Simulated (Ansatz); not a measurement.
Li2Se under changes of volume

One of the cells (18.045 Å³/atom); the others are scaled copies at fixed shape and fractional positions:

```
CELL_PARAMETERS angstrom
0.00000 3.00250 3.00250
3.00250 0.00000 3.00250
3.00250 3.00250 0.00000
ATOMIC_POSITIONS crystal
Se 0.00000 0.00000 0.00000
Li 0.75000 0.75000 0.75000
Li 0.25000 0.25000 0.25000
```

* Program: Ansatz 0.2.0
* Functional: PBE
* Potentials or basis: Ansatz PAW
* Cutoff: 420 eV (not typed: the program's choice for these potentials)
* k mesh: 8 × 8 × 8
* Occupations: fermi-dirac, width 0.05 eV
* Spin: no spin polarisation

```csv
volume (Å³/atom),energy over the lowest point (meV/atom),pressure (GPa),gap on the mesh (eV)
16.962,7.73,2.4,2.93
17.323,3.36,1.5,2.95
17.684,0.84,0.7,2.96
18.045,0.00,0.0,2.98
18.406,0.69,-0.6,3.00
18.767,?,?,?
19.128,6.07,-1.7,3.02
```

Task: What does the run at 18.767 Å³/atom give?

Result: Energy over the lowest point 2.75 meV/atom; pressure -1.2 GPa; gap on the mesh 3.01 eV.

Worked out: A Birch-Murnaghan fit of order 3 (a polynomial in V^(-2/3)) to the other rows has its minimum at 18.06 Å³/atom with B0 = V·E''(V) = 34 GPa and B' = 3.9. It gives 2.75 meV/atom at 18.767 Å³/atom, against the run's 2.75, and -dE/dV = -1.2 GPa, against -1.2. A straight line through the other rows of the gap, of slope 0.764 eV per unit of ln V, gives 3.01 eV, against the run's 3.01.

Energies are extrapolated to zero smearing.

A mesh can miss the band edges. Spin-orbit coupling on Se is left out.
